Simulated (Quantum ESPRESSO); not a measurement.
# BAs (F-43m) in Quantum ESPRESSO: notebook, part 3 of 4

Quantum ESPRESSO 7.5. Earlier steps stand in the parts before.

## (4) Phonons, PBE

File pw.in:

```
&CONTROL
  calculation = 'scf'
  prefix = 'pwscf'
  outdir = './tmp'
  pseudo_dir = './pseudo'
  tprnfor = .true.
  tstress = .true.
  disk_io = 'low'
/
&SYSTEM
  ibrav = 0
  nat = 2
  ntyp = 2
  ecutwfc = 52
  ecutrho = 312
  nbnd = 15
  occupations = 'smearing'
  smearing = 'fd'
  degauss = 0.00367493
/
&ELECTRONS
  conv_thr = 4d-10
  electron_maxstep = 120
  mixing_beta = 0.5
/
ATOMIC_SPECIES
As    74.9216 As.GGA_PBE-JTH.UPF
B     10.8100 B.GGA_PBE-JTH.UPF
CELL_PARAMETERS angstrom
   0.0000000000    2.3885000000    2.3885000000
   2.3885000000    0.0000000000    2.3885000000
   2.3885000000    2.3885000000    0.0000000000
ATOMIC_POSITIONS crystal
As     0.7500000000    0.7500000000    0.7500000000
B      0.0000000000    0.0000000000    0.0000000000
K_POINTS automatic
8 8 8 1 1 1
```

File scf2.in:

```
&CONTROL
  calculation = 'scf'
  prefix = 'pwscf'
  outdir = './tmp'
  pseudo_dir = './pseudo'
  tprnfor = .true.
  tstress = .true.
  disk_io = 'low'
/
&SYSTEM
  ibrav = 0
  nat = 2
  ntyp = 2
  ecutwfc = 52
  ecutrho = 312
  nbnd = 15
  occupations = 'fixed'
/
&ELECTRONS
  conv_thr = 1d-13
  electron_maxstep = 120
  mixing_beta = 0.5
  startingpot = 'file'
  startingwfc = 'file'
/
ATOMIC_SPECIES
As    74.9216 As.GGA_PBE-JTH.UPF
B     10.8100 B.GGA_PBE-JTH.UPF
CELL_PARAMETERS angstrom
   0.0000000000    2.3885000000    2.3885000000
   2.3885000000    0.0000000000    2.3885000000
   2.3885000000    2.3885000000    0.0000000000
ATOMIC_POSITIONS crystal
As     0.7500000000    0.7500000000    0.7500000000
B      0.0000000000    0.0000000000    0.0000000000
K_POINTS automatic
8 8 8 1 1 1
```

File ph.in:

```
phonons of BAs
&INPUTPH
  prefix = 'pwscf'
  outdir = './tmp'
  tr2_ph = 1d-18
  fildyn = 'dyn'
  niter_ph = 90
  alpha_mix(1) = 0.7
  epsil = .true.
/
0.0000000000 0.0000000000 0.0000000000
```

File dynmat.in:

```
&INPUT
  fildyn = 'dyn'
  asr = 'crystal'
  lperm = .true.
  filout = 'dynmat.disp'
  fileig = 'dynmat.eig'
/
```

File dynmat_lo.in:

```
&INPUT
  fildyn = 'dyn'
  asr = 'crystal'
  filout = 'dynmat_lo.disp'
  fileig = 'dynmat_lo.eig'
  q(1) = 0
  q(2) = 0
  q(3) = 1
/
```

Potentials or basis: JTH 2.0 PBE.

On the command line:

```console
OMP_NUM_THREADS=1 mpirun -n 4 pw.x -nk 4 -in pw.in > pw.out
OMP_NUM_THREADS=1 mpirun -n 4 pw.x -nk 4 -in scf2.in > scf2.out
OMP_NUM_THREADS=1 mpirun -n 4 ph.x -nk 4 -in ph.in > ph.out
OMP_NUM_THREADS=1 mpirun -n 1 dynmat.x -in dynmat.in > dynmat.out
OMP_NUM_THREADS=1 mpirun -n 1 dynmat.x -in dynmat_lo.in > dynmat_lo.out
```

pw.out:

```text
This program is part of the open-source Quantum ESPRESSO suite
     for quantum simulation of materials; please cite
         "P. Giannozzi et al., J. Phys.:Condens. Matter 21 395502 (2009);
         "P. Giannozzi et al., J. Phys.:Condens. Matter 29 465901 (2017);
         "P. Giannozzi et al., J. Chem. Phys. 152 154105 (2020);
     in publications or presentations arising from this work. More details at

     file As.GGA_PBE-JTH.UPF: wavefunction(s)  4S 0S 0P 3D 0D renormalized
     file B.GGA_PBE-JTH.UPF: wavefunction(s)  2S 0S 2P 0P renormalized
     Message from routine setup:
     using ibrav=0 with symmetry is DISCOURAGED, use correct ibrav instead

     K-points division:     npool     =       4
     Subspace diagonalization in iterative solution of the eigenvalue problem:
     a serial algorithm will be used

     G-vector sticks info
     --------------------
     sticks:   dense  smooth     PW     G-vecs:    dense   smooth      PW
     Sum         871     583    199                17153     9377    1759

     Using Slab Decomposition

     bravais-lattice index     =            0
     lattice parameter (alat)  =       6.3832  a.u.
     unit-cell volume          =     183.9087 (a.u.)^3
     number of atoms/cell      =            2
     number of atomic types    =            2
     number of electrons       =        18.00
     number of Kohn-Sham states=           15
     kinetic-energy cutoff     =      52.0000  Ry
[... 120 lines left out ...]

     Dense  grid:    17153 G-vectors     FFT dimensions: (  36,  36,  36)

     Smooth grid:     9377 G-vectors     FFT dimensions: (  30,  30,  30)

     Initial potential from superposition of free atoms

     starting charge      17.9995, renormalised to      18.0000
     Starting wfcs are   26 randomized atomic wfcs
     Checking if some PAW data can be deallocated...

     Self-consistent Calculation

     iteration #  1     ecut=    52.00 Ry     beta= 0.50
     Davidson diagonalization with overlap
     ethr =  1.00E-02,  avg # of iterations =  6.6

     Threshold (ethr) on eigenvalues was too large:
     Diagonalizing with lowered threshold

     Davidson diagonalization with overlap
     ethr =  8.24E-04,  avg # of iterations =  1.1

     total energy              =    -368.21223620 Ry
     estimated scf accuracy    <       0.15030526 Ry
[... 50 lines left out ...]
     iteration #  9     ecut=    52.00 Ry     beta= 0.50
     Davidson diagonalization with overlap
     ethr =  6.11E-12,  avg # of iterations =  2.0

     End of self-consistent calculation

          k = 0.0442 0.0442 0.0442 (  1191 PWs)   bands (ev):

   -24.6416 -24.6414 -24.6414 -24.6186 -24.6186  -4.1860  10.5165  11.0228
    11.0228  14.5530  14.5984  14.5984  16.1769  20.9901  23.6691
[... 293 lines left out ...]
   -24.6382 -24.6354 -24.6343 -24.6169 -24.6163  -1.2113   2.5986   7.9442
     9.0074  14.4816  16.1270  16.6952  20.4108  23.2737  24.6801

     the Fermi energy is    11.7603 ev

!    total energy              =    -368.23941530 Ry
     total all-electron energy =      -368.239415 Ry
     estimated scf accuracy    <          3.3E-11 Ry
     smearing contrib. (-TS)   =      -0.00000000 Ry
     internal energy E=F+TS    =    -368.23941530 Ry

     The total energy is F=E-TS. E is the sum of the following terms:
     one-electron contribution =    -161.73745873 Ry
     hartree contribution      =      66.57913900 Ry
     xc contribution           =     -24.22595923 Ry
     ewald contribution        =    -126.84212275 Ry
     one-center paw contrib.   =    -122.01301358 Ry

     convergence has been achieved in   9 iterations

     Forces acting on atoms (cartesian axes, Ry/au):

     atom    1 type  1   force =     0.00000000    0.00000000   -0.00000000
     atom    2 type  2   force =     0.00000000    0.00000000   -0.00000000

     Total force =     0.000000     Total SCF correction =     0.000000

     Computing stress (Cartesian axis) and pressure

          total   stress  (Ry/bohr**3)                   (kbar)     P=       27.00
   0.00018358  -0.00000000   0.00000000           27.00       -0.00        0.00
  -0.00000000   0.00018358  -0.00000000           -0.00       27.00       -0.00
   0.00000000  -0.00000000   0.00018358            0.00       -0.00       27.00

=------------------------------------------------------------------------------=
   JOB DONE.
=------------------------------------------------------------------------------=
```

ph.out:

```text
This program is part of the open-source Quantum ESPRESSO suite
     for quantum simulation of materials; please cite
         "P. Giannozzi et al., J. Phys.:Condens. Matter 21 395502 (2009);
         "P. Giannozzi et al., J. Phys.:Condens. Matter 29 465901 (2017);
         "P. Giannozzi et al., J. Chem. Phys. 152 154105 (2020);
     in publications or presentations arising from this work. More details at

[... 351 lines left out ...]

     INITIALIZATION:

     DIELECTRIC CONSTANT AND EFFECTIVE CHARGES:

     DYNAMICAL MATRIX:

      Additional routines

=------------------------------------------------------------------------------=
   JOB DONE.
=------------------------------------------------------------------------------=
```

It took 2.6 min on 4 MPI ranks of Arm Neoverse V1, shared host; peak memory 0.4 GiB.

Results:

* Free energy: -5010.1525 eV
* Pressure after relaxing: 2.7 GPa
* Electronic dielectric tensor (diagonal): 9.76
* Born charges (mean of the diagonal): As +0.50; B -0.51 e
* Highest phonon frequency at Γ, LO-TO splitting left out: 690 cm⁻¹
* Static dielectric tensor (diagonal): 9.86

Levels at points of the mesh, in eV from the valence-band top:
```
           k point  band 7  band 8  band 9  band 10  band 11  band 12
(0.06, 0.06, 0.06)   -0.51    0.00    0.00     3.53     3.58     3.58
```

Phonon frequencies in cm⁻¹ (negative: imaginary):
| q point | frequencies |
| --- | --- |
| (0.000, 0.000, 0.000) | -3 -3 -3 690 690 690 |

Electronic dielectric tensor:
```
9.76 0.00 0.00
0.00 9.76 0.00
0.00 0.00 9.76
```

Born effective charge tensors (e):
atom 1, As
```
0.50 0.00 0.00
0.00 0.50 0.00
0.00 0.00 0.50
```
atom 2, B
```
-0.51  0.00  0.00
 0.00 -0.51  0.00
 0.00  0.00 -0.51
```

Optical modes at Γ, degenerate ones joined, polar ones without the macroscopic field:
```
cm⁻¹  components  symmetry     active in  IR intensity, summed ((D/Å)²/amu)
 690           3        T2  IR and Raman                               1.85
```

Zone-centre frequencies without and with the macroscopic field along z (cm⁻¹):
```tsv
	optical modes in rising order
without	690 690 690
with the field	690 690 694
```

Static dielectric tensor, electrons and zone-centre modes:
```
9.86 0.00 0.00
0.00 9.86 0.00
0.00 0.00 9.86
```

[end of part 3 of 4]
